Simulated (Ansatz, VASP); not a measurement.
## B in VASP and in Ansatz

File INCAR:

```
SYSTEM = B
ALGO     = Normal         ! electronic algorithm
EDIFF    = 1E-7           ! SCF threshold, eV
ENCUT    = 520            ! plane-wave cutoff, eV
GGA      = PS             ! functional
ISIF     = 2              ! what is computed and relaxed
ISMEAR   = -1             ! smearing method
LASPH    = .True.         ! aspherical terms in the spheres
LCHARG   = .False.        ! write CHGCAR
LREAL    = .False.        ! projectors in reciprocal space
LWAVE    = .False.        ! write WAVECAR
NBANDS   = 8              ! bands
NELM     = 60             ! most SCF steps
PREC     = Accurate       ! precision mode
SIGMA    = 0.05           ! smearing width, eV
```

The input KPOINTS:

```
k-points
0
Gamma
  20 20 20
  0 0 0
```

File POSCAR:

```
B
1.0
    1.6515030664      0.0000000000      0.0000000000
    0.0000000000      1.6515030664      0.0000000000
    0.0000000000      0.0000000000      1.6515030664
B
1
Direct
    0.0000000000      0.0000000000      0.0000000000
```

Input for Ansatz:

```yaml
crystal:
  lattice:
    - [1.6515030664, 0.0, 0.0]
    - [0.0, 1.6515030664, 0.0]
    - [0.0, 0.0, 1.6515030664]
  atoms:
    - { symbol: B, position: [0.0, 0.0, 0.0] }
kpoints:
  mp_grid: { grid: [20, 20, 20] }
scf:
  occupations: { method: fermi_dirac, width: 0.05 }
hamiltonian:
  xc: pbesol
  pseudopotentials: { kind: all_electron, lapw: { basis_error: 0.001 } }
output:
  forces: true
  stress: true
  eigenvalues: true
  populations: true
```

Change from the starting cell: volume scaled by 0.68, LAPW.

Alike in both runs: task single point; functional PBEsol; k mesh 20 × 20 × 20; occupations fermi-dirac, width 0.05 eV; no spin polarisation.

```csv
,VASP,Ansatz
version,VASP 6.6.1,Ansatz 0.2.0
potentials or method,"VASP PAW PBE potentials, release 64 (B)","all-electron LAPW, scalar-relativistic"
plane-wave cutoff (eV),520,see its input
```

```csv
,VASP,Ansatz,Ansatz less VASP
pressure (GPa),184.1,182.7,-1.35
```

Ansatz ran all-electron here, so the differences hold the error of VASP's frozen core and of both bases.

Caveats: the cell as given lies far from equilibrium; so large a pressure means that the cell lies far from this level's equilibrium, or that cutoff or potentials fall short (VASP); the potentials were made for another functional, which shifts forces and pressure (VASP).
